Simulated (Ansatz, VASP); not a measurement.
One calculation of Te, two programs

```
Te
1.0
     4.45400    0.00000    0.00000
    -2.22700    3.85728    0.00000
     0.00000    0.00000    5.92400
Te
3
Cartesian
  1.6178 2.8015 -0.0059
  -0.5910 1.0740 3.9915
  1.1950 0.0424 1.9730
```

Change from the starting cell: atoms moved at random, drawn with an rms of 0.05 Å.

Alike in both runs: task single point; functional PBEsol; k mesh 7 × 7 × 5; occupations fermi-dirac, width 0.05 eV; no spin polarisation.

```csv
,VASP,Ansatz
version,VASP 6.6.1,Ansatz 0.2.0
potentials or method,"VASP PAW PBE potentials, release 64 (Te)",Ansatz PAW
plane-wave cutoff (eV),520,420
valence electrons in the cell,18,48
```

VASP gave:

| Item | Value |
| --- | --- |
| gap on the k mesh at the Fermi level (eV) | 0.45 |
| least direct gap on the mesh (eV) | 0.68 |
| pressure (GPa) | -1.2 |
| largest component of the traceless stress (GPa) | 0.15 |
| rms of the force components (eV/Å) | 0.087 |

**Question.** What did Ansatz give for the same quantities?

**Answer.** gap on the k mesh at the Fermi level (eV): 0.45; least direct gap on the mesh (eV): 0.69; pressure (GPa): -1.3; largest component of the traceless stress (GPa): 0.15; rms of the force components (eV/Å): 0.084.

Atom by atom the forces differ by 0.012 eV/Å (rms over components). The functional is the same, so the differences come from potentials, cutoffs and numerics. The two sets of potentials don't hold the same shells in valence.

Caveats: spin-orbit coupling is left out, which moves the levels of the heavy elements; the PAW data sets were made with another functional, which shifts forces and pressure a little (VASP); an odd mesh through Γ misses points on the zone boundary, where band edges often lie (VASP); odd divisions of the mesh miss points on the zone boundary, where band edges often lie, so the gap on the mesh can be too wide (Ansatz); the PAW data sets come from PBE, with cores solved anew for the run's functional, which leaves a small shift of forces and pressure (Ansatz).
